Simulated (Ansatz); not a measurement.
## What a trial cell of Be relaxes into

Level of theory: DFT PBE, scalar-relativistic, plane waves, PAW (Ansatz 0.2.0).

The start is a random cell of Be with space group P6_222 (No. 180), drawn with lower limits on the distances.

The final relaxation ran on this input, with the default PAW datasets:

```yaml
crystal:
  lattice:
    - [5.4568720778, 0.0, 0.0]
    - [-2.7284360389, 4.7257898446, 0.0]
    - [0.0, 0.0, 2.1567219995]
  atoms:
    - { symbol: Be, position: [0.2116378638, 0.4232757275, 0.0] }
    - { symbol: Be, position: [0.2116378638, 0.7883621362, 0.3333333333] }
    - { symbol: Be, position: [0.4232757275, 0.2116378638, 0.6666666667] }
    - { symbol: Be, position: [0.5767242725, 0.7883621362, 0.6666666667] }
    - { symbol: Be, position: [0.7883621362, 0.2116378638, 0.3333333333] }
    - { symbol: Be, position: [0.7883621362, 0.5767242725, 0.0] }
basis:
  ecutwfc: 420
kpoints:
  mp_grid: { grid: [9, 9, 18] }
hamiltonian:
  xc: pbe
scf:
  occupations: { method: gaussian, width: 0.1 }
output:
  forces: true
  stress: true
  eigenvalues: true
relax:
  adjacent_minimum: "off"
  f_tol: 0.01
  max_steps: 80
  cell: { stress_tol: 0.05 }
```

It can be run as:

```bash
ansatz run input.yaml --threads 1 --pin off --backend cpu --events-out ev --progress --plain --runs-dir out  # memory cap (--max-ram) not shown
```

End of the output:

```
SCF converged after 4 iterations
Free energy (F): -554.251945 eV
Harris-Foulkes:  -554.251945 eV  (|F-HF|=2.39e-12)
Internal energy: -554.245608 eV  (E = F + TS)
E sigma→0 (E₀):  -554.248776 eV
Entropy (-TS):   -0.006337 eV (-1.056 meV/atom)
Fermi energy:    5.497652 eV
--- Per-component energies (eV) ---
  E_band       = 22.429319
  E_kinetic    = 119.022650
  E_local      = -8.458621  (includes V_loc(G=0)·N_el)
  E_nonlocal   = 28.567569
  E_hartree    = 6.366299
  E_xc         = -115.515307
  E_vxc        = -120.678283  (∫ρ·V_xc dr)
  E_paw        = -357.612725  (= ΣΔE_a)
  E_vpaw       = -8.756587  (= ΣTr[D̂ρ^β])
  E_aug_tail   = -0.000003  (compensation charges beyond the density's cutoff)
  E_ewald      = -226.615470
  E_smearing   = -0.006337  (= −TS)
  E_closure    =  0.000000  (closes the sum)
  Σ components = -554.251945   (vs F -554.251945, Δ=0.00e0)
--- Forces (eV/Å), atoms counted from 1 ---
  atom   1  Be     0.00000000    -0.00032171     0.00000000
  atom   2  Be    -0.00027861     0.00016085     0.00000000
  atom   3  Be    -0.00027861    -0.00016085     0.00000000
  atom   4  Be     0.00027861     0.00016085     0.00000000
  atom   5  Be     0.00027861    -0.00016085     0.00000000
  atom   6  Be     0.00000000     0.00032171     0.00000000
  max |Σ_I F_I| component: 1.66e-17 eV/Å
--- Stress (GPa, compression-positive) ---
        0.037015       0.000000       0.000000
        0.000000       0.037015       0.000000
        0.000000       0.000000      -0.009565
  P = ⅓ Tr σ = 0.0215 GPa (0.215 kbar)
--- Relaxed structure (3 steps of the walk, 3 accepted, 1 SCFs on fresh bases) ---
  F+E_penalty+E_count = -554.25194464 eV   max|allowed force component| = 3.217e-4 eV/Å   (the final SCF, on the basis selected at the relaxed cell)
  cell:  # Å, volume = 55.6587 Å³
    - [5.422647, 0.000000, 0.000000]
    - [-2.711324, 4.696150, 0.000000]
    - [0.000000, 0.000000, 2.185646]
  atoms:
    - { symbol: Be, position: [0.211859, 0.423717, 0.000000] }
    - { symbol: Be, position: [0.211859, 0.788141, 0.333333] }
    - { symbol: Be, position: [0.423717, 0.211859, 0.666667] }
    - { symbol: Be, position: [0.576283, 0.788141, 0.666667] }
    - { symbol: Be, position: [0.788141, 0.211859, 0.333333] }
    - { symbol: Be, position: [0.788141, 0.576283, 0.000000] }
```

Absolute energies hang on the potentials; compare differences alone.

The result has space group P6_222 (No. 180). Be is coordinated by 6 Be at 2.11–2.19 Å and 4 Be at 2.46–2.47 Å.

It lies 0.39 eV/atom above the element's standard state at the same level.

For metals, differences of a few meV/atom aren't resolved.

A structure relaxed within its symmetry needn't be a true minimum.